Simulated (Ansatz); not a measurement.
# Be: response to strain

Be is deformed so: zz strain of -2 %. What stress and forces result, by LAPW, PAW and all-electron datasets made for the crystal?

Method: DFT PBE, scalar-relativistic, in Ansatz 0.2.0.

**1. The structure to begin with**

Symmetry: Im-3m, No. 229, cubic system. The conventional cell has a = 2.506 Å, b = 2.506 Å, c = 2.506 Å, α = 90.00°, β = 90.00°, γ = 90.00°. Be (site symmetry m-3m) has 8 Be at 2.17 Å as nearest neighbours.

Structure file:

```
CELL_PARAMETERS angstrom
-1.25312 1.25312 1.25312
1.25312 -1.25312 1.25312
1.25312 1.25312 -1.25312
ATOMIC_POSITIONS crystal
Be 0.00000 0.00000 0.00000
```

**2. The deformed structure**

Space group Im-3m before, I4/mmm after.

**3. Full-potential LAPW**

The input, input.yaml:

```yaml
crystal:
  lattice:
    - [-1.2531209513, 1.2531209513, 1.2280585323]
    - [1.2531209513, -1.2531209513, 1.2280585323]
    - [1.2531209513, 1.2531209513, -1.2280585323]
  atoms:
    - { symbol: Be, position: [0.0, 0.0, 0.0] }
kpoints:
  mp_grid: { grid: [23, 23, 23] }
  band_path:
    path:
      - [0.0, 0.0, 0.0]
      - [0.0, 0.0, 0.5]
      - [-0.5, 0.5, 0.5]
      - [0.0, 0.0, 0.0]
      - [0.4901, 0.4901, -0.4901]
      - [-0.4901, 0.5099, 0.4901]
      - [-0.5, 0.5, 0.5]
      - [0.0, 0.0, 0.5]
      - [0.25, 0.25, 0.25]
    npoints: 5
scf:
  occupations: { method: fermi_dirac, width: 0.03 }
hamiltonian:
  xc: pbe
  pseudopotentials: { kind: all_electron, lapw: { basis_error: 0.00025 } }
output:
  forces: true
  stress: true
  eigenvalues: true
```

Command:

```console
$ ansatz run input.yaml --threads 1 --pin off --max-ram 3072MiB --backend cpu --events-out ev --progress --plain --runs-dir out
```

**4. PAW with frozen cores**

The input, input.yaml:

```yaml
crystal:
  lattice:
    - [-1.2531209513, 1.2531209513, 1.2280585323]
    - [1.2531209513, -1.2531209513, 1.2280585323]
    - [1.2531209513, 1.2531209513, -1.2280585323]
  atoms:
    - { symbol: Be, position: [0.0, 0.0, 0.0] }
kpoints:
  mp_grid: { grid: [23, 23, 23] }
scf:
  occupations: { method: fermi_dirac, width: 0.03 }
hamiltonian:
  xc: pbe
  pseudopotentials: { kind: paw }
output:
  forces: true
  stress: true
  eigenvalues: true
  efg: { contact_densities: true }
```

**5. Datasets made for this crystal**

Edit input.yaml of step 4 so:

```diff
@@ -13,3 +13,3 @@
   xc: pbe
-  pseudopotentials: { kind: paw }
+  pseudopotentials: { kind: all_electron, datasets: crystal }
 output:
```

(Steps that only read results are left out.)

Q: Predict the outcome of this session. Wanted: pressure; largest shear or deviatoric stress.

**Answer**, as computed:

| quantity | value |
| --- | --- |
| pressure | LAPW 1.67, PAW 1.71, crystal datasets 1.67 GPa |
| largest shear or deviatoric stress (LAPW) | 0.17 GPa |

**Reading.** The largest part of the stress beyond the pressure is 0.17 GPa in size, in the zz component. No run of the undeformed cell stands beside it, so the pressure holds what the given cell had before the change. PAW: stress within 0.04 GPa of LAPW. Crystal datasets: stress within 0.01 GPa of LAPW.
